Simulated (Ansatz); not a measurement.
# Elastic response of glassy Al2O3 (180 atoms): runs compared

Aim: relax glassy Al2O3 (180 atoms), then change its volume and shape to read moduli from the stress.

Computed with Ansatz 0.2.0: Kohn-Sham DFT, PBE, PAW (set soft_2), plane waves.

### Step 1. The cell as built

The cell holds 180 atoms: 72 Al and 108 O. Its edges and angles: a = 12.596 Å, b = 12.596 Å, c = 12.596 Å, α = 90.0°, β = 90.0°, γ = 90.0°. 180 atoms (72 Al, 108 O) placed at random at 3.05 g/cm³, melted at 4500 K for 20 ps at fixed volume with the Morse and Coulomb pair potential with partial charges (Pedone, Malavasi, Menziani, Cormack and Segre, J. Phys. Chem. B 110, 11780 (2006)). Quenched from 4500 K to 300 K at 20 K/ps and fixed volume, held 5 ps. The starting density is a measured one.

What the set-up can't give: The quench rate of 20 K/ps is many orders above laboratory rates, so the cell is likely richer in defects and strain than a real sample. The starting topology of bonds comes from the classical model, and needn't be the one that DFT or experiment would give. The Brillouin zone is sampled at Γ only.

### Step 2. The reference run

The reference is a single point at the end of the relaxation.

Every strained cell starts from the geometry of this run, and its atoms are relaxed with the cell held.

Its input, with most atom lines left out:

```yaml
crystal:
  lattice:
    - [12.80682, -0.10213, 0.14203]
    - [-0.10213, 12.53743, -0.02192]
    - [0.14203, -0.02192, 12.54831]
  atoms:
    - { symbol: Al, position: [0.10808, 0.34487, 0.83625] }
    - { symbol: Al, position: [0.62816, 0.66953, 0.24483] }
    - { symbol: Al, position: [0.87015, 0.3545, 0.75955] }
    - { symbol: Al, position: [0.92753, 0.41412, 0.98482] }
    - { symbol: Al, position: [0.46973, 0.65959, 0.40268] }
    - { symbol: Al, position: [0.22882, 0.57151, 0.77439] }
    - { symbol: Al, position: [0.94894, 0.80466, 0.67877] }
    [... atom lines 8 to 180 left out ...]
kpoints:
  mp_grid: { grid: [1, 1, 1] }
hamiltonian:
  xc: pbe
scf:
  occupations: { method: gaussian, width: 0.025 }
output:
  forces: true
  stress: true
  populations: true
  dos:
    method: { smearing: { sigma: 0.1 } }
    de: 0.1
    projected: { site_lists: { Al: [Al], O: [O] } }
  eigenvalues: true
  write_density: true
  write_potential: true
  volumetric_format: npy
```

* free energy per atom: -556.8271 eV/atom
* r.m.s. force component: 0.00274 eV/Å
* pressure: 0.003194 GPa

Filled and empty levels are parted by 3.42 eV (at Γ alone); a semilocal functional tends to put such gaps too low. In a disordered cell it changes from sample to sample, and tail or defect levels can set it.

### Step 3. The runs

Each row is one run, on 4 threads of Arm Neoverse N1, shared host. The free energy is the program's total, comparable only between runs with the same functional, potentials and atoms.

| run | atoms | outcome | ionic steps, all passes | free energy (eV) | time | host memory (GiB) |
| --- | --- | --- | --- | --- | --- | --- |
| Single point at the start | 180 | converged | - | -100217.513 | 61 s | 3.0 |
| Cell and atoms relaxed | 180 | converged | 11 | -100228.877 | 12 min | 3.2 |
| Single point at the relaxed geometry | 180 | converged | - | -100228.877 | 1.9 min | 3.2 |
| Volume -3 % | 180 | converged | 6 | -100228.299 | 7.8 min | 3.1 |
| Volume +3 % | 180 | converged | 8 | -100228.351 | 10 min | 3.2 |
| Volume -6 % | 180 | converged | 8 | -100226.667 | 10 min | 3.1 |
| Volume +6 % | 180 | converged | 8 | -100226.841 | 11 min | 3.3 |
| Volume -10 % | 180 | converged | 8 | -100222.485 | 10 min | 2.9 |
| Stretched by 1 % along x | 180 | converged | 5 | -100228.751 | 6.8 min | 3.2 |
| Compressed by 1 % along x | 180 | cut at the time limit | 4 | -100228.732 | 6.5 min | 3.1 |

In some runs the program notes that the SCF threshold is loose for the stress.

### Step 4. Pressure against volume

Atoms are relaxed at each volume, in the scaled cell.

| volume change (%) | volume (Å³/atom) | energy change (meV/atom) | pressure (GPa) | largest move on relaxing (Å) | bonds | gap (eV) |
| --- | --- | --- | --- | --- | --- | --- |
| -10 | 10.072 | 35.51 | 10.89 | 0.83 | 330 | 3.80 |
| -6 | 10.520 | 12.28 | 5.86 | 0.55 | 322 | 3.77 |
| -3 | 10.856 | 3.21 | 2.90 | 0.29 | 319 | 3.62 |
| +0 | 11.191 | 0.00 | 0.00 | - | 314 | 3.42 |
| +3 | 11.527 | 2.92 | -2.60 | 0.53 | 313 | 3.18 |
| +6 | 11.863 | 11.31 | -5.43 | 0.64 | 313 | 2.98 |

### Step 5. Uniaxial strain and shear

Stress (GPa, compression positive) less that of the relaxed cell, atoms relaxed:

| strain | xx | yy | zz | xy | energy change (meV/atom) |
| --- | --- | --- | --- | --- | --- |
| stretched by 1 % along x | -2.022 | -0.646 | -0.657 | 0.020 | 0.70 |

### Step 6. What came out

The bulk modulus, from the slope of pressure against ln V over the three points nearest the relaxed volume, is 91.7 GPa; between neighbouring points the slope runs 116, 94, 95, 88 and 99 GPa from the smallest volume up, without a steady fall, so no pressure derivative is given. The count of bonds runs from 313 to 330 over the series, so at some points contacts cross the cutoffs. At -10 %, -6 %, +3 % and +6 % some atom moved by over 0.5 Å on relaxing, so those points may sit in another local minimum. The gap goes from 3.80 eV at the smallest volume to 2.98 eV at the largest, -5.3 eV per unit of ln V by a straight line, on the run's k-points.

Caveats: Strains are finite and relaxations stop at the force tolerance of the input, which can leave moduli too stiff; they are those of a static cell at zero temperature. Volumes are changed with the cell's shape held, so in an anisotropic solid the modulus lies over the one under free hydrostatic load. The program notes that the SCF threshold of the relaxations is loose for the stress.

The DFT runs together took 78 min of wall time.

[Logs are printed without paths, hosts, clocks, repeated set-up lines and the standing remarks that a program may print on its own settings, such as how far it seeks lower states.]

[Hosts, paths, dates, database ids (printed as entryN), source tags and the programs' standing remarks are cut or masked in the printed files.]
